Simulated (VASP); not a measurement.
The system is Te.

```xyz
3
Lattice="4.4540 0.0000 0.0000 -2.2270 3.8573 0.0000 0.0000 0.0000 5.9240" Properties=species:S:1:pos:R:3 pbc="T T T"
Te    1.6279    2.8197    0.0000
Te   -0.5991    1.0376    3.9493
Te    1.1981    0.0000    1.9747
```

Base run:

```yaml
Program: VASP 6.6.1
Functional: r2SCAN-EpsX
Potentials_or_basis: VASP PAW PBE potentials, release 64 (Te)
Cutoff: 520 eV
k_mesh: 6 × 6 × 4
Occupations: gaussian, width 0.02 eV
Spin: no spin polarisation
```

Its results: band gap on the k mesh 0.40 eV, direct; pressure 0.8 GPa; largest force 0.111 eV/Å.

Task: The run is repeated on the same cell with these changes: functional from r2SCAN-EpsX to PBE0. What comes out?

Result: Band gap on the k mesh 1.10 eV, direct; pressure -0.8 GPa; largest force 0.426 eV/Å.

Caveats: the PAW data sets were made with another functional, which shifts forces and pressure a little; spin-orbit coupling is left out, which moves the levels of the heavy elements.

Not every run made on this cell is shown here.
